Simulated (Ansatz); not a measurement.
## GaSb

Level of theory: DFT, PBEsol, scalar-relativistic, no spin polarisation; plane waves to 420 eV with PAW datasets (Ansatz 0.2.0), 10×10×10 k-mesh, Gaussian smearing of 0.05 eV; PAW files: Ansatz's generated set soft_2.

```yaml
crystal:
  lattice:
    - [0.00000, 3.05577, 3.05577]
    - [3.05577, 0.00000, 3.05577]
    - [3.05577, 3.05577, 0.00000]
  atoms:
    - { symbol: Ga, position: [0.00000, 0.00000, 0.00000] }
    - { symbol: Sb, position: [0.75000, 0.75000, 0.75000] }
```

The chain of runs began from a cell as deposited in COD, expanded in volume. Of that entry: the entry's cell lengths or inner coordinates differ somewhat from later room-temperature determinations.

Cell and atoms are those of this level's equilibrium.

The cell has space group F-43m (read at 0.01 Å). In it the stress is -0.01, -0.01, -0.01, 0.00, 0.00, 0.00 GPa and the largest force component 0.000 eV/Å. Each change below starts from this cell, without further relaxation. Stress is in GPa, positive in compression, in the order xx, yy, zz, yz, xz, xy; energies are counted from the cell above and are free energies with the smearing's entropy, which match forces and stress in a metal.

Task: What happens when atom 1 (Ga) is moved by 0.08 Å along y?

Result: The energy changes by 25.0 meV per cell, and the force on it along the shift is -0.628 eV/Å (−F/u = 7.85 eV/Å²). Stress: 0.18, 0.03, 0.18, 0.00, -1.60, 0.00. The gap on the mesh goes from zero (metallic) to 0.19 eV.
```tsv
atom	Fx (eV/Å)	Fy	Fz
Ga1	0.000	-0.628	0.000
Sb2	0.000	0.628	0.000
```
In a harmonic crystal the energy would rise by −½F·u = ½ × 7.85 × 0.08² eV = 25.1 meV, which matches.

Task: What stress follows from an engineering strain of 1 % in yy, atoms carried along?

Result: -0.36, -0.79, -0.36, 0.00, 0.00, 0.00 GPa; the energy changes by 1.4 meV per cell.
The change of the stress over the strain gives a clamped-atom stiffness of about 78 GPa for this component, a secant value that lies under the elastic constant in tension and over it in compression, by several per cent for each per cent of strain.
In a harmonic crystal the energy would rise by V(½Cε² − σ₀ε), with σ₀ the stress of the unstrained cell, = 1.4 meV, which matches.

These numbers lack spin–orbit coupling. At this volume the filled and empty bands only touch, so this is a zero-gap semimetal rather than a metal, and a semilocal functional can cause such a touching.

Moving Ga against Sb probes the zone-centre transverse optical mode, and the restoring force reflects the stretching and bending of the tetrahedral, largely covalent bonds. Because zincblende lacks inversion symmetry, a shift along y couples linearly to xz shear, hence the dominant stress of -1.60 GPa; the small normal stresses are even in the displacement and arise from anharmonicity. Strain along a cube axis, by contrast, leaves both atoms on sites where symmetry forbids a force, so the clamped-atom stiffness of about 78 GPa is also the relaxed one. This would not hold for shear, where the sublattices shift and soften the response.

Real GaSb is a direct-gap semiconductor. The touching bands suggest that the functional places the s-like conduction state too low, probably below the p-like valence top. The polar shift lifts the p degeneracy and allows s–p mixing, which probably opens the 0.19 eV gap. That opening is therefore no reliable measure of the electron–phonon coupling in the real semiconductor.
